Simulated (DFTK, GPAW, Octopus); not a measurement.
# Hf2S: programs and potentials compared

```
Hf S
1.0
     3.37427    0.00000    0.00000
    -1.68714    2.92221    0.00000
     0.00000    0.00000   11.71741
Hf S
4 2
Direct
  0.33333 0.66667 0.10019
  0.66667 0.33333 0.60019
  0.33333 0.66667 0.39981
  0.66667 0.33333 0.89981
  0.00000 0.00000 0.25000
  0.00000 0.00000 0.75000
```

The cell comes from a database or a generator and needn't be the stable form of this composition.

Alike in all runs: task single point; functional PBEsol; k mesh 9 × 9 × 3; occupations fermi-dirac, width 0.05 eV; no spin polarisation; no spin-orbit coupling. Pressure is positive in compression and, in plane waves, holds the error of the finite cutoff.

```csv
program and potentials,plane-wave cutoff (eV),notes,pressure (GPa),largest force (eV/Å)
"Octopus, pseudodojo_pbesol (PseudoDojo 0.4, PBEsol)",-,-,-,0.165
"DFTK, PseudoDojo SR PBEsol 0.4.1 standard (PBEsol)",952,-,-2.71,0.177
"GPAW, PAW data sets generated for this functional",600,-,?,?
```

Estimate from the other rows what the run with GPAW, PAW data sets generated for this functional gave.

Pressure -2.48 GPa; largest force 0.147 eV/Å. The other rows, which needn't bracket it: pressure -2.71; largest force 0.165 to 0.177.
